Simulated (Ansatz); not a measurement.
## Varying the input for Ca

All trials start from this Ansatz input:

```yaml
crystal:
  lattice:
    - [3.9575547823, 0.0, 0.0]
    - [-1.9787773911, 3.4273429783, 0.0]
    - [0.0, 0.0, 12.86942104]
  atoms:
    - { symbol: Ca, position: [0.0, 0.0, 0.0] }
    - { symbol: Ca, position: [0.33333333, 0.66666667, 0.25] }
    - { symbol: Ca, position: [0.0, 0.0, 0.5] }
    - { symbol: Ca, position: [0.66666667, 0.33333333, 0.75] }
basis:
  ecutwfc: 420
kpoints:
  mp_grid: { grid: [6, 6, 1] }
hamiltonian:
  xc: pbe
scf:
  occupations: { method: gaussian, width: 0.1 }
output:
  forces: true
  stress: true
  eigenvalues: true
```

Command:

```bash
ansatz run input.yaml --threads 1 --pin off --max-ram 1331MiB --backend cpu --events-out ev --progress --plain --runs-dir out
```

The run converges in 6 SCF iterations on 7 irreducible k-points: pressure -0.35 GPa, no gap.

Settings here are deliberately varied, not converged. Each trial's input is given as a difference from the reference's; energies are extrapolated to zero smearing where there is one, and pressure is positive in compression. Charged cells sit in a uniform background, and their pressures hang on that convention.

Question: Trial 1:

```diff
 crystal:
   atoms:
-    - { symbol: Ca, position: [0.33333333, 0.66666667, 0.25] }
+    - { symbol: Ca, position: [0.3333333333, 0.6666666667, 0.25], spin: 1.0 }
 hamiltonian:
-  xc: pbe
+  xc: lda
 scf:
+  lower_state_search: "off"
 output:
+  populations: true
+magnetization:
+  spin_polarized: true
```

What happens?

Answer: The run converges in 18 SCF iterations on 7 irreducible k-points: pressure -1.96 GPa, no gap, cell moment 0.84 μB.

Question: Trial 2:

```diff
-basis:
-  ecutwfc: 420
+basis: {}
 kpoints:
-  mp_grid: { grid: [6, 6, 1] }
+  mp_grid: { grid: [1, 2, 3], shift: [0.25, 0.25, 0.25] }
```

What happens?

Answer: The run converges in 6 SCF iterations on 3 irreducible k-points: energy 283 meV per atom below the reference, pressure -0.38 GPa, largest force 0.031 eV/Å. It warns that the mesh lowers the symmetry.

Question: Trial 3:

```diff
 basis:
-  ecutwfc: 420
+  xc_grid: 3
 hamiltonian:
+  dispersion: d3bjatm
+  pseudopotentials: { kind: nc }
 scf:
+  max_iter: 100
```

What does the program give?

Answer: The run converges in 7 SCF iterations on 7 irreducible k-points: at 925 eV, the cutoff that these potentials take when none is typed, pressure -1.09 GPa, no gap.

Question: Trial 4:

```diff
 hamiltonian:
-  xc: pbe
+  xc: lda
 scf:
+  max_iter: 300
+  self_checks: high
```

How does this run end?

Answer: The run converges in 6 SCF iterations on 7 irreducible k-points: pressure -1.93 GPa, no gap.

Question: Trial 5:

```diff
+total_charge: -0.5
 kpoints:
-  mp_grid: { grid: [6, 6, 1] }
+  mp_grid: { kspacing: 1.1 }
 hamiltonian:
-  xc: pbe
+  xc: pbesol
 scf:
-  occupations: { method: gaussian, width: 0.1 }
+  occupations: { method: cold }
```

What happens?

Answer: The run converges in 7 SCF iterations on 2 irreducible k-points: pressure -3.50 GPa (with the neutralising background of the charged cell), no gap.